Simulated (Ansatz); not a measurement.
Crystal: KCl (Sylvite).

```
K Cl
1.0
     0.00000    3.14647    3.14647
     3.14647    0.00000    3.14647
     3.14647    3.14647    0.00000
K Cl
1 1
Direct
  0.00000 0.00000 0.00000
  0.50000 0.50000 0.50000
```

Program: Ansatz 0.2.0. Alike in all runs: task band structure; potentials or basis Ansatz PAW; no spin polarisation; cell as given; k mesh 7 × 7 × 7; smearing fermi-dirac 0.05 eV.

Q: Order these runs on this cell by their band gap on the k mesh, lowest first.
A. level PBE; cutoff (eV) 420
B. level PBEsol; cutoff (eV) 420
C. level r2SCAN; cutoff (eV) 500

A: B (5.03 eV), A (5.19 eV), C (5.83 eV).

